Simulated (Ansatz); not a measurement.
CoO, DFT, PBEsol, all-electron LAPW, scalar-relativistic (Ansatz 0.2.0), run on 1 thread of Intel(R) Xeon(R) Platinum 8488C (Sapphire Rapids) on a shared host.

The cell comes from COD entry 1533087, which wasn't checked; take it as a given geometry. The listed cell was then made from it by scaling, straining or moving an atom.

Command: `ansatz run input.yaml --threads 1 --pin off --max-ram 3072MiB --backend cpu --events-out ev --progress --plain --runs-dir out`

```yaml
crystal:
  lattice:
    - [0.0, 2.1456163054, 2.1456163054]
    - [2.1456163054, 0.0, 2.1456163054]
    - [2.1456163054, 2.1456163054, 0.0]
  atoms:
    - { symbol: Co, position: [0.0, 0.0, 0.0], spin: 2.0 }
    - { symbol: O, position: [0.5, 0.5, 0.5] }
magnetization:
  spin_polarized: true
kpoints:
  mp_grid: { grid: [16, 16, 16] }
  band_path:
    path:
      - [0.0, 0.0, 0.0]
      - [0.5, 0.0, 0.5]
      - [0.625, 0.25, 0.625]
      - [0.375, 0.375, 0.75]
      - [0.0, 0.0, 0.0]
      - [0.5, 0.5, 0.5]
      - [0.5, 0.25, 0.75]
      - [0.5, 0.0, 0.5]
    npoints: 5
scf:
  occupations: { method: fermi_dirac, width: 0.05 }
hamiltonian:
  xc: pbesol
  pseudopotentials: { kind: all_electron, lapw: { basis_error: 0.0005 } }
output:
  forces: true
  stress: true
  eigenvalues: true
```

How large is the problem that the program sets up?

145 irreducible k-points, 331 plane waves at Γ, 18 bands.

Estimate the wall time and the peak memory.

50 s of wall time for 11 SCF iterations, with a peak of 0.73 GiB. Times on shared machines scatter by tens of per cent.
